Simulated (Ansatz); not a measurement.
The system is TiTe2.

```xyz
3
Lattice="3.7770 0.0000 0.0000 -1.8885 3.2710 0.0000 0.0000 0.0000 6.4980" Properties=species:S:1:pos:R:3 pbc="T T T"
Te    0.0000    2.1807    4.7903
Te    1.8885    1.0903    1.7077
Ti    0.0000    0.0000    0.0000
```

Base run:

* Program: Ansatz 0.2.0
* Functional: PBEsol
* Potentials or basis: Ansatz PAW
* Cutoff: 420 eV
* Density cutoff: 1680 eV
* k mesh: 8 × 8 × 4
* Occupations: fermi-dirac, width 0.05 eV
* Spin: no spin polarisation
* Hubbard terms: Ti d U = 3 eV

Its results: band gap on the k mesh none (metal or under the smearing width); pressure 0.1 GPa; largest force 0.078 eV/Å.

Problem. The run is repeated on the same cell with these changes: hubbard terms from Ti d U = 3 eV to Ti d U = 4 eV. What comes out?

Solution. Band gap on the k mesh none (metal or under the smearing width); pressure 1.4 GPa; largest force 0.029 eV/Å.

Caveats: this functional lacks dispersion, which binds the layers, so the pressure and a relaxed spacing across them are unreliable; U without spin polarisation on a metal has little footing; the PAW data sets come from PBE, with cores solved anew for the run's functional, which leaves a small shift of forces and pressure; the U is typed as a test and isn't derived for this compound.

Not every run made on this cell is shown here.
